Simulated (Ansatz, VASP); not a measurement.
One calculation of Bi2Te3, two programs

```
Bi Te
1.0
     2.21908    1.28118    9.85210
    -2.21908    1.28118    9.85210
     0.00000   -2.56237    9.85210
Bi Te
2 3
Direct
  0.80984 0.80984 0.80984
  0.40016 0.40016 0.40016
  0.60500 0.60500 0.60500
  0.20351 0.20351 0.20351
  0.00649 0.00649 0.00649
```

Alike in both runs: functional PBE; k mesh 8 × 8 × 8; occupations gaussian, width 0.05 eV; no spin polarisation.

Ansatz relaxed the structure, and its values are those at the end. VASP's run is a single point on that final structure, the one shown.

|  | VASP | Ansatz |
| --- | --- | --- |
| version | VASP 6.6.1 | Ansatz 0.2.0 |
| potentials or method | VASP PAW PBE potentials, release 64 (Bi_d, Te) | scalar-relativistic, plane waves, PAW |
| plane-wave cutoff (eV) | 520 | 420 |
| valence electrons in the cell | 48 | 78 |

|  | VASP | Ansatz | Ansatz less VASP |
| --- | --- | --- | --- |
| gap on the k mesh at the Fermi level (eV) | none | none | - |
| pressure (GPa) | 0.7 | 0.7 | 0.00 |
| rms of the force components (eV/Å) | 0.007 | 0.005 | -0.0019 |

A gap of «none» marks a metal or a gap that the smearing closes. The two sets of potentials don't hold the same shells in valence.

Caveats: spin-orbit coupling is left out, which moves the levels of the heavy elements.
